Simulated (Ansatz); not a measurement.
## Rock-salt LiI

The numbers are results of r²SCAN (PAW; Ansatz, a program for electronic structure), not measurements.

Run with plane-wave cutoff 500 eV, 6×6×1 k mesh (along the axes of the cell as run), gaussian smearing 0.02 eV, scalar-relativistic PAW data made under PBE.

Cell: relaxed at this level.

| Item | Result |
|---|---|
| surface energy of the (110) face | 0.21 J/m² |
| ionisation potential of the slab | 6.15 eV |

The slab of 16 atoms is relaxed and unreconstructed.

Spin–orbit coupling is not included.
